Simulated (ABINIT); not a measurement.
# Cu (I4/mmm) in ABINIT: reference runs

Aim: a first look at Cu with PBE, on the cell as given and on a disturbed one.

Everything below comes from runs of ABINIT 10.8.3 (patched build). Logs are shortened: lines on timing, memory, paths and dates and some standing lists are left out, and cuts for length are marked. The log counts tension as positive stress, the text compression.

## Step 1: The crystal as given

The structure is tetragonal, space group I4/mmm (No. 139). Conventional cell: a = 2.886 Å, b = 2.886 Å, c = 2.752 Å, α = 90.00°, β = 90.00°, γ = 90.00°. Cu (site symmetry 4/mmm) is surrounded by 10 Cu at 2.46 to 2.75 Å.

This isn't the form of Cu at room conditions, which is fcc.

## Step 2: Single point, PBE

The input, run.abi:

```
pp_dirpath "./"
pseudos "Cu.GGA_PBE-JTH.xml"

acell 3*1.0
rprim
    -2.7264842292     2.7264842292     2.6004170657
     2.7264842292    -2.7264842292     2.6004170657
     2.7264842292     2.7264842292    -2.6004170657
ntypat 1
znucl 29
natom 1
typat 1
xred
     0.0000000000     0.0000000000     0.0000000000

ecut 26.0
pawecutdg 48.0

kptopt 1
ngkpt 13 13 13
nshiftk 1
shiftk 0.0 0.0 0.0

ixc 11

nband 14
occopt 3
tsmear 0.00183747

nstep 100
tolvrs 1.0e-9

iomode 3
prtwf 0
prtden 0
prteig 0
prtebands 0
enunit 1
```

Potentials or basis: JTH PAW PBE v2.0.

Started as:

```
$ abinit run.abi > log 2>&1
```

run.abo:

```text
.Version 10.8.3 of ABINIT
 Symmetries : space group I4/m m m (#139); Bravais tI (body-center tetrag.)
================================================================================
 Values of the parameters that define the memory need of the present run
     intxc =       0    ionmov =       0      iscf =      17    lmnmax =      18
     lnmax =       6     mgfft =      24  mpssoang =       3    mqgrid =    3001
     natom =       1  nloc_mem =       2    nspden =       1   nspinor =       1
    nsppol =       1      nsym =      16    n1xccc =       1    ntypat =       1
    occopt =       3   xclevel =       2
       mpw =         506          nfft =       13824          nkpt =         196
 PAW method is used; the additional fine FFT grid is defined by:
   mgfftf=        30    nfftf =     27000
================================================================================
================================================================================

--------------------------------------------------------------------------------
------------- Echo of variables that govern the present computation ------------
--------------------------------------------------------------------------------
 -outvars: echo values of preprocessed input variables --------
            acell      1.0000000000E+00  1.0000000000E+00  1.0000000000E+00 Bohr
              amu      6.35460000E+01
             ecut      2.60000000E+01 Hartree
           enunit           1
                       outvar_i_n : Printing only first  50 k-points.
              ixc          11
                       outvar_i_n : Printing only first  50 k-points.
         kptrlatt       13    0    0      0   13    0      0    0   13
          kptrlen      6.04599259E+01
            natom           1
            nband          14
            ngfft          24      24      24
          ngfftdg          30      30      30
             nkpt         196
            nstep         100
             nsym          16
           ntypat           1
                       prtocc : prtvol=0, do not print more k-points.
           occopt           3
        pawecutdg      4.80000000E+01 Hartree
         pawxcdev           0
           prtden           0
        prtebands           0
           prteig           0
            prtwf           0
            rprim     -2.7264842292E+00  2.7264842292E+00  2.6004170657E+00
                       2.7264842292E+00 -2.7264842292E+00  2.6004170657E+00
                       2.7264842292E+00  2.7264842292E+00 -2.6004170657E+00
          spgroup         139
           tolvrs      1.00000000E-09
           tsmear      1.83747000E-03 Hartree
            typat      1
           useylm           1
                       outvars : Printing only first  50 k-points.
            znucl       29.00000

================================================================================

 chkinp: Checking input parameters for consistency.

================================================================================
== DATASET  1 ==================================================================

--- !DatasetInfo
iteration_state: {dtset: 1, }
dimensions: {natom: 1, nkpt: 196, mband: 14, nsppol: 1, nspinor: 1, nspden: 1, mpw: 506, }
cutoff_energies: {ecut:  26.0, pawecutdg:  48.0, }
electrons: {nelect:   1.90000000E+01, charge:   0.00000000E+00, occopt:   3.00000000E+00, tsmear:   1.83747000E-03, }
meta: {optdriver: 0, ionmov: 0, optcell: 0, iscf: 17, paral_kgb: 0, }
...

 Exchange-correlation functional for the present dataset will be:
  GGA: Perdew-Burke-Ernzerhof functional - ixc=11
  J.P.Perdew, K.Burke, M.Ernzerhof, PRL 77, 3865 (1996)

 Real(R)+Recip(G) space primitive vectors, cartesian coordinates (Bohr,Bohr^-1):
 R(1)= -2.7264842  2.7264842  2.6004171  G(1)=  0.0000000  0.1833864  0.1922768
 R(2)=  2.7264842 -2.7264842  2.6004171  G(2)=  0.1833864  0.0000000  0.1922768
 R(3)=  2.7264842  2.7264842 -2.6004171  G(3)=  0.1833864  0.1833864  0.0000000
 Unit cell volume ucvol=  7.7323050E+01 bohr^3
 Angles (23,13,12)=  1.08218096E+02  1.08218096E+02  1.12007635E+02 degrees

 Coarse grid specifications (used for wave-functions):

 getcut: wavevector=  0.0000  0.0000  0.0000  ngfft=  24  24  24
         ecut(hartree)=     26.000   => boxcut(ratio)=   2.25044

 getcut : COMMENT -
  Note that boxcut > 2.2 ; recall that boxcut=Gcut(box)/Gcut(sphere) = 2
  is sufficient for exact treatment of convolution.
  Such a large boxcut is a waste : you could raise ecut
  e.g. ecut=   32.919156 Hartrees makes boxcut=2

 Fine grid specifications (used for densities):

 getcut: wavevector=  0.0000  0.0000  0.0000  ngfft=  30  30  30
         ecut(hartree)=     48.000   => boxcut(ratio)=   2.07035

--- Pseudopotential description ------------------------------------------------
- pspini: atom type   1  psp file is ./Cu.GGA_PBE-JTH.xml
 Pseudopotential format is: paw10
 basis_size (lnmax)=  6 (lmn_size= 18), orbitals=   0   0   1   1   2   2
 Spheres core radius: rc_sph= 2.00090475
 Shapefunction is SIN type: shapef(r)=[sin(pi*r/rshp)/(pi*r/rshp)]**2
 Radius for shape functions =  1.80603571
 Compensation charge density is not taken into account in XC energy/potential

   7.07019918E+02                                ecore*ucvol(ha*bohr**3)
--------------------------------------------------------------------------------

[... 7 lines left out ...]

     iter   Etot(hartree)      deltaE(h)  residm     nres2
 ETOT  1  -194.41838514763    -1.944E+02 5.788E+01 1.569E+01
 ETOT  2  -198.24231594670    -3.824E+00 2.819E-01 1.135E+02
 ETOT  3  -198.03302131328     2.093E-01 9.377E-02 2.218E+01
 ETOT  4  -197.96770473644     6.532E-02 5.743E-02 1.179E+00
 ETOT  5  -197.96445572827     3.249E-03 6.089E-02 5.068E-01
 ETOT  6  -197.96329575090     1.160E-03 1.592E-02 2.506E-01
 ETOT  7  -197.96226921986     1.027E-03 3.925E-03 1.370E-02
 ETOT  8  -197.96227146526    -2.245E-06 6.662E-04 1.295E-02
 ETOT  9  -197.96221582848     5.564E-05 4.029E-04 1.832E-04
 ETOT 10  -197.96221515511     6.734E-07 5.385E-04 4.462E-05
 ETOT 11  -197.96221505853     9.658E-08 2.645E-04 9.414E-05
 ETOT 12  -197.96221496234     9.619E-08 4.199E-04 1.348E-04
 ETOT 13  -197.96221492366     3.868E-08 1.615E-04 1.503E-04
 ETOT 14  -197.96221517609    -2.524E-07 2.747E-04 4.978E-05
 ETOT 15  -197.96221527204    -9.595E-08 9.895E-05 3.874E-06
 ETOT 16  -197.96221528078    -8.738E-09 1.679E-04 4.417E-09
 ETOT 17  -197.96221528078    -7.134E-12 5.745E-05 1.804E-09
 ETOT 18  -197.96221528078     2.842E-13 9.775E-05 1.221E-10

 At SCF step   18       nres2   =  1.22E-10 < tolvrs=  1.00E-09 =>converged.

 Cartesian components of stress tensor (hartree/bohr^3)
  sigma(1 1)= -2.44386354E-04  sigma(3 2)=  0.00000000E+00
  sigma(2 2)= -2.44386354E-04  sigma(3 1)=  0.00000000E+00
  sigma(3 3)= -2.46828311E-04  sigma(2 1)=  0.00000000E+00

--- !ResultsGS
iteration_state: {dtset: 1, }
comment   : Summary of ground state results
lattice_vectors:
- [ -2.7264842,   2.7264842,   2.6004171, ]
- [  2.7264842,  -2.7264842,   2.6004171, ]
- [  2.7264842,   2.7264842,  -2.6004171, ]
lattice_lengths: [   4.65076,    4.65076,    4.65076, ]
lattice_angles: [108.218, 108.218, 112.008, ] # degrees, (23, 13, 12)
lattice_volume:   7.7323050E+01
convergence: {deltae:  2.842E-13, res2:  1.221E-10, residm:  9.775E-05, diffor: null, }
etotal    :  -1.97962215E+02
entropy   :   0.00000000E+00
fermie    :   2.72434150E-01
cartesian_stress_tensor: # hartree/bohr^3
- [ -2.44386354E-04,   0.00000000E+00,   0.00000000E+00, ]
- [  0.00000000E+00,  -2.44386354E-04,   0.00000000E+00, ]
- [  0.00000000E+00,   0.00000000E+00,  -2.46828311E-04, ]
pressure_GPa:   7.2140E+00
xred      :
- [  0.0000E+00,   0.0000E+00,   0.0000E+00, Cu]
cartesian_forces: # hartree/bohr
- [  0.00000000E+00,   0.00000000E+00,   0.00000000E+00, ]
force_length_stats: {min:   0.00000000E+00, max:   0.00000000E+00, mean:   0.00000000E+00, }
...

 Integrated electronic density in atomic spheres:
 ------------------------------------------------
 Atom  Sphere_radius  Integrated_density
    1        2.00090         17.38310589

================================================================================

 ----iterations are completed or convergence reached----

 Mean square residual over all n,k,spin=   77.732E-09; max=  97.754E-06
 reduced coordinates (array xred) for    1 atoms
       0.000000000000      0.000000000000      0.000000000000
 rms dE/dt=  1.1833E-30; max dE/dt=  0.0000E+00; dE/dt below (all hartree)
    1      -0.000000000000     -0.000000000000     -0.000000000000

 cartesian coordinates (angstrom) at end:
    1      0.00000000000000     0.00000000000000     0.00000000000000

 cartesian forces (hartree/bohr) at end:
    1      0.00000000000000     0.00000000000000     0.00000000000000
 frms,max,avg= 0.0000000E+00 0.0000000E+00   0.000E+00  0.000E+00  0.000E+00 h/b

 cartesian forces (eV/Angstrom) at end:
    1      0.00000000000000     0.00000000000000     0.00000000000000
 frms,max,avg= 0.0000000E+00 0.0000000E+00   0.000E+00  0.000E+00  0.000E+00 e/A
 length scales=  1.000000000000  1.000000000000  1.000000000000 bohr
              =  0.529177210544  0.529177210544  0.529177210544 angstroms
 Fermi (or HOMO) energy (eV) =   7.41331   Average Vxc (eV)= -12.16279
 Eigenvalues (   eV  ) for nkpt= 196  k points:
 kpt#   1, nband= 14, wtk=  0.00046, kpt=  0.0000  0.0000  0.0000 (reduced coord)
-105.21345  -62.51490  -62.51208  -62.51208   -2.15774    4.17474    4.37177    4.37177
   5.25050    5.45804   32.57739   32.57739   33.84666   36.38334
 prteigrs : prtvol=0 or 1, do not print more k-points.

--- !EnergyTerms
iteration_state     : {dtset: 1, }
comment             : Components of total free energy in Hartree
kinetic             :  1.09801149359246E+01
hartree             :  4.05034089576271E+01
xc                  : -2.75194974290036E+00
Ewald energy        : -1.22372841307002E+02
psp_core            :  9.14371477083369E+00
local_psp           : -1.01213948923657E+02
PAW spherical_terms : -3.22506289480361E+01
internal            : -1.97962130257210E+02
'-kT*entropy'       : -9.45391984599409E-05
total_energy        : -1.97962224796409E+02
total_energy_eV     : -5.38682656104880E+03
...

--- !EnergyTermsDC
iteration_state     : {dtset: 1, }
comment             : '"Double-counting" decomposition of free energy'
band_energy         : -1.97640454330429E+01
Ewald energy        : -1.22372841307002E+02
psp_core            :  9.14371477083369E+00
xc_dc               : -3.97025826119707E+01
PAW spherical_terms : -2.52663661604016E+01
internal            : -1.97962120741584E+02
'-kT*entropy'       : -9.45391984599409E-05
total_energy_dc     : -1.97962215280782E+02
total_energy_dc_eV  : -5.38682630211540E+03
...

--- !EnergyTermsWithPAWCore
iteration_state     : {dtset: 1, }
comment             : 'Components of total free energy, including PAW core contributions'
Total energy        : -1.65498541693601E+03
Total energy DC     : -1.65498540742038E+03
Total energy (eV)   : -4.50344474117116E+04
Total energy DC (eV): -4.50344471527782E+04
...

 Cartesian components of stress tensor (hartree/bohr^3)
  sigma(1 1)= -2.44386354E-04  sigma(3 2)=  0.00000000E+00
  sigma(2 2)= -2.44386354E-04  sigma(3 1)=  0.00000000E+00
  sigma(3 3)= -2.46828311E-04  sigma(2 1)=  0.00000000E+00

-Cartesian components of stress tensor (GPa)         [Pressure=  7.2140E+00 GPa]
- sigma(1 1)= -7.19009478E+00  sigma(3 2)=  0.00000000E+00
- sigma(2 2)= -7.19009478E+00  sigma(3 1)=  0.00000000E+00
- sigma(3 3)= -7.26193962E+00  sigma(2 1)=  0.00000000E+00

== END DATASET(S) ==============================================================
================================================================================

 -outvars: echo values of variables after computation  --------
            acell      1.0000000000E+00  1.0000000000E+00  1.0000000000E+00 Bohr
           etotal     -1.9796221528E+02
            fcart      0.0000000000E+00  0.0000000000E+00  0.0000000000E+00
            rprim     -2.7264842292E+00  2.7264842292E+00  2.6004170657E+00
                       2.7264842292E+00 -2.7264842292E+00  2.6004170657E+00
                       2.7264842292E+00  2.7264842292E+00 -2.6004170657E+00
           strten     -2.4438635434E-04 -2.4438635434E-04 -2.4682831072E-04
                       0.0000000000E+00  0.0000000000E+00  0.0000000000E+00
 Calculation completed.
```

Wall time 60 s (1 thread of Arm Neoverse V1, shared host); peak memory 0.13 GiB.

Results:

* Free energy: -5386.8263 eV
* Pressure: 7.2 GPa
* Band gap on the k mesh: none (metal or under the smearing width)
* Valence electrons inside the program's atomic spheres: Cu 17.38 (radii [1.0588] Å)

## Step 3: Single point, PBE (cell strained at random at fixed volume)

The input, run.abi:

```
# Pseudopotentials
pp_dirpath "./"
pseudos "Cu.GGA_PBE-JTH.xml"

# Structure
acell 4.6043342397 4.5917910803 4.744645224
rprim
    -0.5790239823     0.5916728185     0.5609407310
     0.5728468249    -0.5986123881     0.5599193907
     0.5818875919     0.5993142008    -0.5497538714
ntypat 1
znucl 29
natom 1
typat 1
xcart
    -0.0015102406     0.0445779711     0.0097178420 Angstrom
chkprim 0
chksymtnons 0
tolsym 1.0e-6

# Plane-wave basis
ecut 26.0
pawecutdg 48.0

# k points
kptopt 1
ngkpt 13 13 13
nshiftk 1
shiftk 0.0 0.0 0.0

# Exchange and correlation
ixc 11

# Bands and occupations
nband 14
occopt 3
tsmear 0.05 eV

# SCF cycle
nstep 100
tolvrs 1.0e-9

# Output
iomode 3
prtwf 0
prtden 0
prteig 0
prtebands 0
enunit 1
```

Potentials or basis: JTH PAW PBE v2.0.

Started as:

```
$ abinit run.abi > log 2>&1
```

run.abo:

```text
.Version 10.8.3 of ABINIT
 Symmetries : space group P-1 (#  2); Bravais aP (primitive triclinic)
================================================================================
 Values of the parameters that define the memory need of the present run
     intxc =       0    ionmov =       0      iscf =      17    lmnmax =      18
     lnmax =       6     mgfft =      24  mpssoang =       3    mqgrid =    3001
     natom =       1  nloc_mem =       2    nspden =       1   nspinor =       1
    nsppol =       1      nsym =       2    n1xccc =       1    ntypat =       1
    occopt =       3   xclevel =       2
       mpw =         502          nfft =       13824          nkpt =        1099
 PAW method is used; the additional fine FFT grid is defined by:
   mgfftf=        30    nfftf =     27000
================================================================================
================================================================================

--------------------------------------------------------------------------------
------------- Echo of variables that govern the present computation ------------
--------------------------------------------------------------------------------
 -outvars: echo values of preprocessed input variables --------
            acell      4.6043342397E+00  4.5917910803E+00  4.7446452240E+00 Bohr
              amu      6.35460000E+01
          chkprim           0
      chksymtnons           0
             ecut      2.60000000E+01 Hartree
           enunit           1
                       outvar_i_n : Printing only first  50 k-points.
              ixc          11
                       outvar_i_n : Printing only first  50 k-points.
         kptrlatt       13    0    0      0   13    0      0    0   13
          kptrlen      5.96932840E+01
            natom           1
            nband          14
            ngfft          24      24      24
          ngfftdg          30      30      30
             nkpt        1099
            nstep         100
             nsym           2
           ntypat           1
                       prtocc : prtvol=0, do not print more k-points.
           occopt           3
        pawecutdg      4.80000000E+01 Hartree
         pawxcdev           0
           prtden           0
        prtebands           0
           prteig           0
            prtwf           0
            rprim     -5.7902398230E-01  5.9167281850E-01  5.6094073100E-01
                       5.7284682490E-01 -5.9861238810E-01  5.5991939070E-01
[... 150 lines left out ...]
    1     -0.00000000000000    -0.00000000000000    -0.00000000000000
 frms,max,avg= 0.0000000E+00 0.0000000E+00   0.000E+00  0.000E+00  0.000E+00 e/A
 length scales=  4.604334239700  4.591791080300  4.744645224000 bohr
              =  2.436508749377  2.429871195274  2.510758124657 angstroms
 Fermi (or HOMO) energy (eV) =   7.41115   Average Vxc (eV)= -12.16117
 Eigenvalues (   eV  ) for nkpt=1099  k points:
 kpt#   1, nband= 14, wtk=  0.00046, kpt=  0.0000  0.0000  0.0000 (reduced coord)
-105.21048  -62.51284  -62.51215  -62.50417   -2.15709    4.12653    4.27281    4.53086
   5.21203    5.49424   31.47819   33.07788   34.04553   35.37899
 prteigrs : prtvol=0 or 1, do not print more k-points.

--- !EnergyTerms
iteration_state     : {dtset: 1, }
comment             : Components of total free energy in Hartree
kinetic             :  1.09814673264023E+01
hartree             :  4.05295736581998E+01
xc                  : -2.75222935995733E+00
Ewald energy        : -1.22347637665682E+02
psp_core            :  9.14371672370780E+00
local_psp           : -1.01266168189885E+02
PAW spherical_terms : -3.22506587978159E+01
internal            : -1.97961936305030E+02
'-kT*entropy'       : -7.45226974675707E-05
total_energy        : -1.97962010827728E+02
total_energy_eV     : -5.38682073866437E+03
...

--- !EnergyTermsDC
iteration_state     : {dtset: 1, }
comment             : '"Double-counting" decomposition of free energy'
band_energy         : -1.97626635675661E+01
Ewald energy        : -1.22347637665682E+02
psp_core            :  9.14371672370780E+00
xc_dc               : -3.97286541792902E+01
PAW spherical_terms : -2.52667006951985E+01
internal            : -1.97961939384029E+02
'-kT*entropy'       : -7.45226974675707E-05
total_energy_dc     : -1.97962013906726E+02
total_energy_dc_eV  : -5.38682082244819E+03
...

--- !EnergyTermsWithPAWCore
iteration_state     : {dtset: 1, }
comment             : 'Components of total free energy, including PAW core contributions'
Total energy        : -1.65498520296733E+03
Total energy DC     : -1.65498520604633E+03
Total energy (eV)   : -4.50344415893272E+04
Total energy DC (eV): -4.50344416731110E+04
...

 Cartesian components of stress tensor (hartree/bohr^3)
  sigma(1 1)= -2.14076207E-04  sigma(3 2)= -3.14134089E-05
  sigma(2 2)= -2.93913276E-04  sigma(3 1)= -4.87138164E-05
  sigma(3 3)= -2.69055777E-04  sigma(2 1)=  1.59797266E-04

-Cartesian components of stress tensor (GPa)         [Pressure=  7.6205E+00 GPa]
- sigma(1 1)= -6.29833947E+00  sigma(3 2)= -9.24214397E-01
- sigma(2 2)= -8.64722713E+00  sigma(3 1)= -1.43320996E+00
- sigma(3 3)= -7.91589426E+00  sigma(2 1)=  4.70139788E+00

== END DATASET(S) ==============================================================
================================================================================

 -outvars: echo values of variables after computation  --------
            acell      4.6043342397E+00  4.5917910803E+00  4.7446452240E+00 Bohr
           etotal     -1.9796201391E+02
            fcart     -0.0000000000E+00 -0.0000000000E+00 -0.0000000000E+00
            rprim     -5.7902398230E-01  5.9167281850E-01  5.6094073100E-01
                       5.7284682490E-01 -5.9861238810E-01  5.5991939070E-01
                       5.8188759190E-01  5.9931420080E-01 -5.4975387140E-01
           strten     -2.1407620749E-04 -2.9391327624E-04 -2.6905577704E-04
                      -3.1413408860E-05 -4.8713816359E-05  1.5979726613E-04
           xangst     -1.5102406000E-03  4.4577971100E-02  9.7178420000E-03
             xred      1.8791999988E-02  2.8609999754E-03  1.4386999987E-02
 Calculation completed.
```

Run time: 5 min. Hardware: 1 thread of Arm Neoverse V1, shared host; peak memory 0.35 GiB.

Results:

| Quantity | Value |
| --- | --- |
| Free energy | -5386.8208 eV |
| Pressure | 7.6 GPa |
| Band gap on the k mesh | none (metal or under the smearing width) |
| Valence electrons inside the program's atomic spheres | Cu 17.39 (radii [1.0588] Å) |
